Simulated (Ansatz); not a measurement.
## Zone-centre modes in BN

Method: Ansatz 0.2.0, DFT PBE, scalar-relativistic, plane waves, PAW. Settings: plane waves to 420 eV, k-mesh 10×10×10 (Γ-centred), Gaussian smearing 0.05 eV. No spin polarisation.

The starting cell (relaxed at this level):

```
CELL_PARAMETERS angstrom
-2.51207 0.00000 0.00000
0.00000 4.35102 0.00000
1.25603 -2.17551 -8.34676
ATOMIC_POSITIONS crystal
B 0.87500 0.20833 0.75000
B 0.37500 0.70833 0.75000
B 0.12500 0.79167 0.25000
B 0.62500 0.29167 0.25000
N 0.62500 0.95833 0.25000
N 0.12500 0.45833 0.25000
N 0.37500 0.04167 0.75000
N 0.87500 0.54167 0.75000
```

The cell holds layers and no dispersion correction was added, so their binding is poorly described.

Harmonic modes by finite displacements of 0.02 Å, without the LO–TO term. The cell doubles the primitive one, so its zone centre also holds the primitive cell's point q = (0, 1/2, 1/2).

(1) At this geometry, is the structure stable against these modes?

(2) List the wavenumbers in cm⁻¹.

## Answers

(1) Barely, if at all: no mode is imaginary beyond 10 cm⁻¹, but one beside the three translations lies at 13 cm⁻¹, within the noise of such a run.

(2) 0, 0, 0, 13, 13, 28, 303, 303, 547, 547, 627, 627, 774, 799, 1146, 1146, 1240, 1240, 1286, 1286, 1342, 1342, 1343, 1343.

Cost: 1 run of about 5.9 core-minutes, on Arm Neoverse V1 (shared hosts).